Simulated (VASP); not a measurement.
## KBr (strained zincblende), r²SCAN single-point calculation: VASP's output and Ansatz's

POSCAR

```
K  Br
 1.0000000000000000
     0.0000000000000000    3.6145333083000000    3.6145333083000000
     3.6145333083000000    0.0000000000000000    3.6145333083000000
     3.6145333083000000    3.6145333083000000    0.0000000000000000
 K   Br
   1   1
Cartesian
  0.0000000000000000  0.0000000000000000  0.0000000000000000
  1.8072666541500000  1.8072666541500000  1.8072666541500000
```

VASP ran with the recommended PBE PAW datasets (16 valence electrons in the cell).

From OUTCAR

```
k-points           NKPTS =     16   k-points in BZ     NKDIM =     16   number of bands    NBANDS=     15

   NELECT =      16.0000    total number of electrons

   dimension x,y,z NGX =    40 NGY =   40 NGZ =   40
   dimension x,y,z NGXF=    80 NGYF=   80 NGZF=   80

  energy-cutoff  :      520.00
  volume of cell :       94.45
      direct lattice vectors                 reciprocal lattice vectors
     0.000000000  3.614533308  3.614533308    -0.138330445  0.138330445  0.138330445
     3.614533308  0.000000000  3.614533308     0.138330445 -0.138330445  0.138330445
     3.614533308  3.614533308  0.000000000     0.138330445  0.138330445 -0.138330445

 k-points in reciprocal lattice and weights: KPOINTS created by Atomic Simulation Env
   0.00000000  0.00000000  0.00000000       0.005
   0.16666667  0.00000000  0.00000000       0.037
   0.33333333  0.00000000  0.00000000       0.037
   0.50000000  0.00000000  0.00000000       0.019
   0.16666667  0.16666667  0.00000000       0.028
   0.33333333  0.16666667  0.00000000       0.111
   0.50000000  0.16666667  0.00000000       0.111
  -0.33333333  0.16666667  0.00000000       0.111
   ...

 E-fermi :  -3.2353

 k-point     1 :       0.0000    0.0000    0.0000
  band No.  band energies     occupation
      1     -32.1213      2.00000
      2     -15.7047      2.00000
      3     -14.8537      2.00000
      4     -14.8537      2.00000
      5     -14.8537      2.00000
      6      -3.3944      2.00000
      7      -3.3944      2.00000
      8      -3.3944      2.00000
      9       1.5614      0.00000
     10       6.0780      0.00000
     11       6.0780      0.00000
     12       7.1498      0.00000
     13       7.1498      0.00000
     14       7.1498      0.00000
     15       8.1045      0.00000

 k-point     2 :       0.1667    0.0000    0.0000
  band No.  band energies     occupation
      1     -32.1208      2.00000
      2     -15.7646      2.00000
      3     -14.8558      2.00000
      4     -14.8558      2.00000
      5     -14.7859      2.00000
      6      -3.5142      2.00000
      7      -3.3887      2.00000
      8      -3.3887      2.00000
      9       2.0137      0.00000
     10       5.7879      0.00000
     11       5.7879      0.00000
     12       6.7280      0.00000
     13       7.2841      0.00000
     14       7.7253      0.00000
     15       7.7253      0.00000

 k-point     3 :       0.3333    0.0000    0.0000
  band No.  band energies     occupation
      1     -32.1198      2.00000
      2     -15.8639      2.00000
      3     -14.8601      2.00000
      4     -14.8601      2.00000
      5     -14.6714      2.00000
      6      -3.7077      2.00000
      7      -3.3781      2.00000
      8      -3.3781      2.00000
      9       3.0201      0.00000
     10       5.3781      0.00000
     11       5.6105      0.00000
     12       5.6105      0.00000
     13       7.2417      0.00000
     14       7.4429      0.00000
     15       7.4429      0.00000

 k-point     4 :       0.5000    0.0000    0.0000
  band No.  band energies     occupation
      1     -32.1192      2.00000
      2     -15.9066      2.00000
      3     -14.8622      2.00000
      4     -14.8622      2.00000
      5     -14.6212      2.00000
      6      -3.7868      2.00000
      7      -3.3732      2.00000
      8      -3.3732      2.00000
      9       3.9537      0.00000
     10       4.2867      0.00000
     11       5.6204      0.00000
     12       5.6204      0.00000
     13       7.1843      0.00000
     14       7.1843      0.00000
     15       7.9874      0.00000

 k-point     5 :       0.1667    0.1667    0.0000
  band No.  band energies     occupation
      1     -32.1206      2.00000
      2     -15.7825      2.00000
      3     -14.8589      2.00000
      4     -14.8589      2.00000
      5     -14.7607      2.00000
      6      -3.5386      2.00000
      7      -3.3926      2.00000
      8      -3.3926      2.00000
      9       2.1588      0.00000
     10       5.1340      0.00000
     11       6.3238      0.00000
     12       7.1137      0.00000
     13       7.5106      0.00000
     14       7.5106      0.00000
     15       7.7295      0.00000

 k-point     6 :       0.3333    0.1667    0.0000
  band No.  band energies     occupation
      1     -32.1198      2.00000
      2     -15.8629      2.00000
      3     -14.8650      2.00000
      4     -14.8636      2.00000
      5     -14.6638      2.00000
      6      -3.6740      2.00000
      7      -3.4052      2.00000
      8      -3.3859      2.00000
      9       2.9373      0.00000
     10       4.7300      0.00000
     11       6.1145      0.00000
     12       6.2377      0.00000
     13       7.3621      0.00000
     14       7.4268      0.00000
     15       7.7467      0.00000

 ...

  Total        0.4235922      0.4235922      0.4235922     -0.0000000      0.0000000      0.0000000
  in kB        7.1857462      7.1857462      7.1857462     -0.0000000      0.0000000      0.0000000
  external PRESSURE =       7.1857462 kB  Pullay stress =       0.0000000 kB

 POSITION                                       TOTAL-FORCE (eV/Angst)
 -----------------------------------------------------------------------------------
      0.00000      0.00000      0.00000        -0.000000     -0.000000     -0.000000
      1.80727      1.80727      1.80727         0.000000      0.000000      0.000000
 -----------------------------------------------------------------------------------
    total drift:                               -0.000000     -0.000000     -0.000000

  FREE ENERGIE OF THE ION-ELECTRON SYSTEM (eV)
  ---------------------------------------------------
  free  energy   TOTEN  =       -22.9539626693 eV

  energy  without entropy=      -22.9539626693  energy(sigma->0) =      -22.95396267
```

Each program uses its own PAW datasets. VASP's cell holds 16 valence electrons and Ansatz's 16. Ansatz's stress includes a Pulay correction; VASP's doesn't.

What does Ansatz give for the same cell and level of theory?

gap between bands v and c 4.93 eV; least direct gap 4.96 eV; pressure 0.7 GPa.

Ansatz printed

```
SCF 1 converged in 6 iterations: F = -4339.019178 eV  dr2 = 1.73e-10
  greatest PAW one-centre occupation: 0.989 electrons in one spin orbital (limit 2), on the K atom at site 0 (counted from 0), in its partial waves of l = 0
NSCF: frozen V_eff on 7 k-points
SCF converged after 6 iterations
Free energy (F): -4339.019178 eV
Harris-Foulkes:  -4339.019178 eV  (|F-HF|=1.16e-9)
Internal energy: -4339.019178 eV  (E = F + TS)
E sigma→0 (E₀):  -4339.019178 eV
Fermi energy:    -1.232275 eV
--- Per-component energies (eV) ---
  E_band       = -170.966518
  E_kinetic    = 389.344941
  E_local      = -1023.224408  (includes V_loc(G=0)·N_el)
  E_nonlocal   = 82.524183
  E_hartree    = 350.679314
  E_xc         = -385.719225
  E_vxc        = -302.603108  (∫ρ·V_xc dr)
  E_paw        = -3058.013495  (= ΣΔE_a)
  E_vpaw       = -35.736049  (= ΣTr[D̂ρ^β])
  E_aug_tail   = -0.000002  (compensation charges beyond the density's cutoff)
  E_vtau       = 17.368955  (kinetic-family band-sum trace: ∫τ·v_τ [+ j·A + Jᵃ·Aᵃ] dr)
  E_ewald      = -694.256107
  E_core_change = -0.354379  (= ΣΔE_core)
  E_smearing   = -0.000000  (= −TS)
  E_closure    = 0.000000  (closes the sum)
  Σ components = -4339.019178   (vs F -4339.019178, Δ=0.00e0)
--- Forces (eV/Å), atoms counted from 1 ---
  atom   1  K      0.00000000    -0.00000000    -0.00000000
  atom   2  Br    -0.00000000     0.00000000    -0.00000000
  max |Σ_I F_I| component: 4.63e-17 eV/Å
--- Stress (GPa, compression-positive) ---
        0.710932      -0.000000       0.000000
       -0.000000       0.710932       0.000000
       -0.000000       0.000000       0.710932
  P = ⅓ Tr σ = 0.7109 GPa (7.109 kbar)
--- Band table (eV; the first three rows and the last of 16) ---
  k-point 0: bands = ["-29.9091", "-13.5512", "-12.6418", "-12.6418", "-12.6418", "-1.2560", "-1.2560", "-1.2560", "3.7005", "8.2139", "8.2139", "9.2783"]
  k-point 1: bands = ["-29.9085", "-13.6083", "-12.6440", "-12.6440", "-12.5769", "-1.3754", "-1.2500", "-1.2500", "4.1530", "7.9253", "7.9253", "8.8608"]
  k-point 2: bands = ["-29.9074", "-13.7042", "-12.6484", "-12.6484", "-12.4659", "-1.5682", "-1.2389", "-1.2389", "5.1594", "7.5145", "7.7480", "7.7480"]
  k-point 15: bands = ["-29.9062", "-13.7929", "-12.6689", "-12.6631", "-12.3345", "-1.5920", "-1.3596", "-1.2483", "5.5239", "6.6335", "8.6554", "8.8856"]
```
